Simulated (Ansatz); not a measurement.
Wurtzite InN, treated with PBE in Ansatz (plane waves, PAW).

Run with plane-wave cutoff 520 eV, 12×12×6 k mesh (along the axes of the cell as run), Fermi–Dirac smearing 0.01 eV, scalar-relativistic PAW data made under PBE.

Results at a series of volumes:

| V (Å³/atom) | E − E_lowest (meV/atom) | P (GPa) |
|---|---|---|
| 15.420 | 10.57 | 5.47 |
| 15.741 | 2.54 | 2.58 |
| 16.062 | 0.00 | 0.00 |
| 16.383 | 2.34 | -2.30 |
| 16.705 | 9.05 | -4.35 |

**Question.** Estimate the bulk modulus from the pressures at 15.741 and 16.383 Å³/atom, and compare it with a fit to all energies.

**Answer.** B = −V dP/dV. Between V = 15.741 and 16.383 Å³/atom, dP/dV = (-2.30 − (2.58))/(16.383 − 15.741) = -7.60 GPa per Å³/atom; at the midpoint 16.062 Å³/atom this gives B ≈ 122 GPa. The third-order Birch–Murnaghan fit gives V0 = 16.063 Å³/atom, B0 = 122 GPa, B′ = 4.7, which lies within 1 % of that estimate.

Shape and atoms are relaxed at each volume.

Measured, for comparison: bulk modulus 126 GPa (room temperature, not corrected to a static lattice; as tabulated in Phys. Rev. B 49, 14 (GaN and InN under pressure), abstract); equilibrium volume per atom 15.38 Å³/atom (300 K, not corrected to a static lattice; as tabulated in Wikipedia's data pages). Computed less measured: bulk modulus -3.2 %, equilibrium volume per atom +4.4 %.

Note: this level leaves the solid without a gap, although one is measured.

Spin–orbit coupling is not included.

The computed numbers hold no vibrational or temperature effects.

The result took around 5 core-minutes (rough).

Ansatz is a program for electronic structure.
